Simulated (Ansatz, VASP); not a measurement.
**One calculation of MnS, two programs**

```
Mn S
1.0
     0.00000    2.80000    2.80000
     2.80000    0.00000    2.80000
     2.80000    2.80000    0.00000
Mn S
1 1
Cartesian
  0.0000 0.0000 0.0000
  4.2000 4.2000 4.2000
```

Alike in both runs: task single point; functional r2SCAN; k mesh 6 × 6 × 6; occupations gaussian, width 0.1 eV; collinear spin.

|  | VASP | Ansatz |
| --- | --- | --- |
| version | VASP 6.6.1 | Ansatz 0.2.0 |
| potentials or method | VASP PAW PBE potentials, release 64 (Mn_pv, S) | scalar-relativistic, plane waves, PAW |
| plane-wave cutoff (eV) | 520 | 500 |
| valence electrons in the cell | 19 | 21 |

Ansatz gave:

```
gap on the k mesh at the Fermi level (eV)                     : 0.58
least direct gap on the mesh (eV)                             : 1.23
pressure (GPa)                                                : 1.8
net moment per atom (μB)                                      : 2.50
size of the moment on the site where the two differ most (μB) : 4.30
```

Q: Estimate VASP's values.

A: gap on the k mesh at the Fermi level (eV): 0.57; least direct gap on the mesh (eV): 1.24; pressure (GPa): 1.9; net moment per atom (μB): 2.50; size of the moment on the site where the two differ most (μB): 4.46.

Site moments also hang on the region over which each program counts them. The two sets of potentials don't hold the same shells in valence. Ansatz warned: «stability_check_not_made».

Caveats: the PAW data sets were made with another functional, which shifts forces and pressure a little (VASP); a cell with one magnetic atom can't hold antiferromagnetic order, which such compounds often take. A k mesh can miss the band edges. r2SCAN opens gaps a little over a GGA but as a rule still falls short of measured ones.
